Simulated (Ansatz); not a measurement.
# Mg (fcc type): how the settings move a single-point run

Question: which choices in the input matter for Mg (fcc type)?

Method: reference: DFT, PBE, all-electron PAW with datasets made for the crystal, scalar-relativistic, in Ansatz 0.2.0.

**1. The structure to begin with**

The structure is cubic, space group Fm-3m (No. 225). The conventional cell has a = 4.431 Å, b = 4.431 Å, c = 4.431 Å, α = 90.00°, β = 90.00°, γ = 90.00°. Around Mg (site symmetry m-3m) lie 12 Mg at 3.13 Å.

As a file:

```
CELL_PARAMETERS angstrom
0.00000 2.21543 2.21543
2.21543 0.00000 2.21543
2.21543 2.21543 0.00000
ATOMIC_POSITIONS crystal
Mg 0.00000 0.00000 0.00000
```

**2. The reference run**

File input.yaml:

```yaml
crystal:
  lattice:
    - [0.0, 2.2154303148, 2.2154303148]
    - [2.2154303148, 0.0, 2.2154303148]
    - [2.2154303148, 2.2154303148, 0.0]
  atoms:
    - { symbol: Mg, position: [0.0, 0.0, 0.0] }
kpoints:
  mp_grid: { grid: [13, 13, 13] }
scf:
  occupations: { method: fermi_dirac, width: 0.08 }
hamiltonian:
  xc: pbe
  pseudopotentials: { kind: all_electron, datasets: crystal }
output:
  forces: true
  stress: true
  eigenvalues: true
  efg: { contact_densities: true }
```

Launch:

```sh
$ ansatz run input.yaml --threads 1 --pin off --max-ram 2048MiB --backend cpu --events-out ev --progress --plain --runs-dir out
```

**3. Variant: mp_grid.grid [4, 4, 4], occupations.method methfessel_paxton, occupations.width 0.2**

Edit input.yaml of step 2 so:

```diff
@@ -8,5 +8,5 @@
 kpoints:
-  mp_grid: { grid: [13, 13, 13] }
+  mp_grid: { grid: [4, 4, 4] }
 scf:
-  occupations: { method: fermi_dirac, width: 0.08 }
+  occupations: { method: methfessel_paxton, width: 0.2 }
 hamiltonian:
```

Q: Predict the outcome of this session. Wanted: for each run, ending; energy change; pressure; gap; force.

The runs gave:

| run | ending | energy change | pressure (GPa) | gap (eV) | force (eV/Å) | cycles | time |
| --- | --- | --- | --- | --- | --- | --- | --- |
| reference | converged | 0 | 2.4 | 0.00 | 0.00 | 5 | 1.1 s |
| 1: mp_grid.grid [4, 4, 4], occupations.method methfessel_paxton, occupations.width 0.2 | converged | -153.7 meV/atom (σ→0) | 2.1 | 0.00 | 0.00 | 5 | 0.47 s |

Residual by cycle in the longest SCF loop of each run; runs are numbered as in the table. The quantity is the density residual dr2, in eV.

| cycle | reference | run 1 |
| --- | --- | --- |
| 1 | 0.0504 | 0.0481 |
| 2 | 0.0126 | 0.0121 |
| 3 | 1.4e-5 | 1.4e-5 |
| 4 | 1.2e-6 | 1.2e-6 |
| 5 | 4.5e-11 | 4.5e-11 |

**Reading.** Changing the k-point mesh and smearing moves the energy by -153.7 meV/atom (σ→0 values), and the pressure goes from 2.4 to 2.1 GPa. More than one kind of setting changed, and this run alone doesn't tell their shares apart. Cost: 0.47 s against 1.1 s.
